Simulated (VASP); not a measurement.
**ZnO (zincite): band structure with LDA**

**What was measured.**

From “Electronic structure of alkaline earth and post-transition metal oxides”, 2009, arxiv:0908.1581, for a bulk crystal of ZnO: band gap 3.37 eV.

Crystal: ZnO (zincite).

```
Zn O
1.0
     3.23676    0.00000    0.00000
    -1.61838    2.80312    0.00000
     0.00000    0.00000    5.22386
Zn O
2 2
Cartesian
  0.0000 1.8687 2.6118
  1.6184 0.9344 5.2238
  1.6184 0.9344 1.9800
  0.0000 1.8687 4.5919
```

```yaml
Program: VASP 6.6.1
Task: band structure
Functional: LDA
Potentials_or_basis: VASP PAW LDA potentials, release 64 (Zn, O)
Cutoff: 520 eV
k_mesh: 9 × 9 × 5
Occupations: gaussian, width 0.03 eV
Spin: no spin polarisation
Further_INCAR_settings: ALGO = Normal; EDIFF = 1e-06
```

* Pressure: -5.5 GPa
* Largest force: 0.004 eV/Å
* Band gap on the k mesh: 0.74 eV, direct
* Band gap along the path: 0.74 eV, direct

Forces on the atoms (eV/Å):
```
Zn   0.000  0.000  0.004
Zn   0.000  0.000  0.004
O    0.000  0.000 -0.004
O    0.000  0.000 -0.004
```

Stress tensor (GPa, compression positive):
```
-5.52  0.00  0.00
 0.00 -5.52  0.00
 0.00  0.00 -5.37
```

Levels at the corners of the path, in eV from the valence-band top:
```
point  band 14  band 15  band 16  band 17  band 18  band 19  band 20  band 21  band 22
    Γ    -0.81    -0.81    -0.09     0.00     0.00     0.74     5.12     8.07    12.72
    M    -3.62    -2.89    -2.30    -1.33    -0.85     5.70     6.71     7.41     8.40
    M    -3.62    -2.89    -2.30    -1.33    -0.85     5.70     6.71     7.41     8.40
    K    -3.58    -3.58    -1.96    -1.96    -1.77     7.47     7.61     7.61     8.01
    K    -3.58    -3.58    -1.96    -1.96    -1.77     7.47     7.61     7.61     8.01
    Γ    -0.81    -0.81    -0.09     0.00     0.00     0.74     5.12     8.07    12.72
    Γ    -0.81    -0.81    -0.09     0.00     0.00     0.74     5.12     8.07    12.72
    A    -2.29    -0.40    -0.40    -0.40    -0.40     3.39     3.39     9.89     9.89
    A    -2.29    -0.40    -0.40    -0.40    -0.40     3.39     3.39     9.89     9.89
    L    -3.84    -1.53    -1.53    -1.41    -1.41     5.57     5.57     8.32     8.32
    L    -3.84    -1.53    -1.53    -1.41    -1.41     5.57     5.57     8.32     8.32
    H    -3.79    -2.75    -2.75    -1.28    -1.28     7.85     7.85     7.86     7.86
    H    -3.79    -2.75    -2.75    -1.28    -1.28     7.85     7.85     7.86     7.86
    A    -2.29    -0.40    -0.40    -0.40    -0.40     3.39     3.39     9.89     9.89
    L    -3.84    -1.53    -1.53    -1.41    -1.41     5.57     5.57     8.32     8.32
    M    -3.62    -2.89    -2.30    -1.33    -0.85     5.70     6.71     7.41     8.40
    K    -3.58    -3.58    -1.96    -1.96    -1.77     7.47     7.61     7.61     8.01
    H    -3.79    -2.75    -2.75    -1.28    -1.28     7.85     7.85     7.86     7.86
```

It took 45 s on 2 MPI ranks on Intel(R) Xeon(R) Platinum 8375C CPU @ 2.90GHz (Ice Lake), with other jobs on the host, peak memory 0.17 GiB a rank.

Against the measured gap of ZnO, 3.37 eV (quoted in “Electronic structure of alkaline earth and post-transition metal oxides”, 2009, arxiv:0908.1581), the calculated 0.74 eV is off by -2.63 eV. So large a miss can be the level of theory's own, or it may mean another phase, state or a wrong row. The value is that of LDA, without temperature or zero-point motion. Semilocal functionals fall short of measured gaps as a rule.
